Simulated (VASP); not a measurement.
A run of VASP 6.6.1:

Contents of INCAR:

```
SYSTEM = HgSe
PREC = Accurate
ENCUT = 520
EDIFF = 1E-6
ISMEAR = 0
SIGMA = 0.03
LREAL = .False.
LASPH = .True.
NELM = 80
ALGO = Normal
ISIF = 2
LWAVE = .False.
LCHARG = .False.
NBANDS = 16
KPAR = 4
```

Contents of KPOINTS:

```
regular mesh
0
Gamma
  10 10 10
  0 0 0
```

The input POSCAR:

```
HgSe                                    
1.0
    0.0000000000      3.0728100868      3.0728100868
    3.0728100868      0.0000000000      3.0728100868
    3.0728100868      3.0728100868      0.0000000000
  Hg              Se            
     1     1
Direct
     0.0000000000000000    0.0000000000000000    0.0000000000000000
     0.2500000000000000    0.2500000000000000    0.2500000000000000
```

KPOINTS_OPT

```
explicit points
252
Reciprocal
 0.0000000000  0.0000000000  0.0000000000 1
 0.0357142857  0.0000000000  0.0357142857 1
 0.0714285714  0.0000000000  0.0714285714 1
 0.1071428571  0.0000000000  0.1071428571 1
 0.1428571429  0.0000000000  0.1428571429 1
 0.1785714286  0.0000000000  0.1785714286 1
[... 244 lines left out ...]
 0.5119702700  0.0239405400  0.5119702700 1
 0.4880297300 -0.0239405400  0.4880297300 1
```

Potentials or basis: VASP PAW LDA potentials, release 64 (Hg, Se).

Run with:

```console
$ cat potpaw_LDA.64/Hg/POTCAR potpaw_LDA.64/Se/POTCAR > POTCAR
$ mpirun -np 4 vasp_std > vasp.out
```

Hardware: 4 MPI ranks on Intel(R) Xeon(R) Platinum 8488C (Sapphire Rapids) (shared host).

Question: How long does it take, and how much memory?

Answer: It took 16 s on 4 MPI ranks on Intel(R) Xeon(R) Platinum 8488C (Sapphire Rapids) (shared host), peak memory 0.21 GiB a rank. Counts: scf iterations 55, k points 47.
